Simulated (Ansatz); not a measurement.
Input and command of a plane-wave DFT calculation in Ansatz:

```yaml
crystal:
  lattice:
    - [-3.3933973681, -1.959178884, 2.7775152918]
    - [3.3933973681, -1.959178884, 2.7775152918]
    - [0.0, 3.9183577679, 2.7775152918]
  atoms:
    - { symbol: P, position: [0.229293234, 0.229293234, 0.229293234] }
    - { symbol: P, position: [0.741294368, 0.741294368, 0.241294368] }
    - { symbol: P, position: [0.741294368, 0.241294368, 0.741294368] }
    - { symbol: P, position: [0.241294368, 0.741294368, 0.741294368] }
    - { symbol: P, position: [0.758705632, 0.758705632, 0.758705632] }
    - { symbol: P, position: [0.258705632, 0.258705632, 0.758705632] }
    - { symbol: P, position: [0.258705632, 0.758705632, 0.258705632] }
    - { symbol: P, position: [0.758705632, 0.258705632, 0.258705632] }
basis:
  ecutwfc: 420
kpoints:
  mp_grid: { grid: [12, 12, 12] }
hamiltonian:
  xc: pbesol
  dispersion: d3bj
scf:
  occupations: { method: gaussian, width: 0.15 }
output:
  forces: true
  stress: true
  eigenvalues: true
```

```bash
ansatz run input.yaml --threads 1 --pin off --max-ram 2560MiB --backend cpu --events-out ev --progress --plain --runs-dir out
```

Processor: AMD EPYC 9R45 96-Core Processor (Zen 5), 1 thread, on a host shared with other jobs.

**Question.** Estimate time, memory and problem size.

**Answer.** About 18 s on 1 thread of AMD EPYC 9R45 96-Core Processor (Zen 5), with other jobs on the host, peak memory 0.73 GiB. It solves 28 bands at 189 k points (the mesh reduced by symmetry) with about 2109 plane waves, in 6 SCF iterations.
